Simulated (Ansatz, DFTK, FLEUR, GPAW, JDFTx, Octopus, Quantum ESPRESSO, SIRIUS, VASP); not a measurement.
## NaCl: 10 runs at one level of theory

```
Cl Na
1.0
     0.00000    2.79406    2.79406
     2.79406    0.00000    2.79406
     2.79406    2.79406    0.00000
Cl Na
1 1
Direct
  0.50000 0.50000 0.50000
  0.00000 0.00000 0.00000
```

The cell is a database's computed one, not the measured one.

Alike in all runs: task single point; functional PBEsol; k mesh 8 × 8 × 8; occupations fermi-dirac, width 0.05 eV; no spin polarisation; no spin-orbit coupling. Pressure is positive in compression and, in plane waves, holds the error of the finite cutoff.

| program and potentials | plane-wave cutoff (eV) | notes | band gap (eV) | pressure (GPa) |
| --- | --- | --- | --- | --- |
| Quantum ESPRESSO, GBRV 1.5 PBEsol | 612 | 8 valence electrons an atom on average | 5.04 | 0.28 |
| VASP, PBE PAW files Cl, Na_pv, 520 eV | 520 | potentials made for PBE; 7 valence electrons an atom on average | 5.04 | 0.22 |
| FLEUR, all-electron, FLAPW | - | - | 5.04 | - |
| SIRIUS, all-electron FP-LAPW, apw+lo standard | - | - | 5.04 | - |
| Ansatz, all-electron LAPW, scalar-relativistic | - | - | 5.04 | 0.20 |
| Octopus, pseudodojo_pbesol (PseudoDojo 0.4, PBEsol) | - | 8 valence electrons an atom on average | 5.04 | - |
| DFTK, PseudoDojo SR PBEsol 0.4.1 standard (PBEsol) | 1197 | 8 valence electrons an atom on average | 5.04 | 0.22 |
| SIRIUS, PseudoDojo 0.4.1 PBEsol standard (scalar relativistic) | 1202 | 8 valence electrons an atom on average | 5.04 | 0.22 |
| GPAW, PAW data sets generated for this functional | 800 | 7 valence electrons an atom on average | ? | ? |
| JDFTx, PseudoDojo-SR-PBEsol-0.4.1-standard with smoothed tails | 1197 | 8 valence electrons an atom on average | 5.04 | 0.22 |

Task: Estimate from the other rows what the run with GPAW, PAW data sets generated for this functional gave.

Result: Band gap 5.04 eV; pressure 0.24 GPa. The other rows, which needn't bracket it: band gap 5.04; pressure 0.20 to 0.28.
